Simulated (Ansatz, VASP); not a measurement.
Two plane-wave programs on ScAl3

```xyz
4
Lattice="4.0855 0.0000 0.0000 0.0000 4.0855 0.0000 0.0000 0.0000 4.0855" Properties=species:S:1:pos:R:3 pbc="T T T"
Sc    0.0000    0.0000    0.0000
Al    2.0428    0.0000    2.0428
Al    0.0000    2.0428    2.0428
Al    2.0428    2.0428    0.0000
```

Alike in both runs: functional r2SCAN; k mesh 10 × 10 × 10; occupations gaussian, width 0.1 eV; no spin polarisation.

Ansatz relaxed the structure, and its values are those at the end. VASP's run is a single point on that final structure, the one shown.

|  | VASP | Ansatz |
| --- | --- | --- |
| version | VASP 6.6.1 | Ansatz 0.2.0 |
| potentials or method | VASP PAW PBE potentials, release 64 (Sc_sv, Al) | scalar-relativistic, plane waves, PAW |
| plane-wave cutoff (eV) | 520 | 500 |
| valence electrons in the cell | 20 | 20 |

|  | VASP | Ansatz | Ansatz less VASP |
| --- | --- | --- | --- |
| gap on the k mesh at the Fermi level (eV) | none | none | - |
| pressure (GPa) | 0.0 | 0.0 | 0.00 |

A gap of «none» marks a metal or a gap that the smearing closes. With one functional, cell and mesh, what is left measures potentials, basis and numerics.

Caveats: the PAW data sets were made with another functional, which shifts forces and pressure a little (VASP).
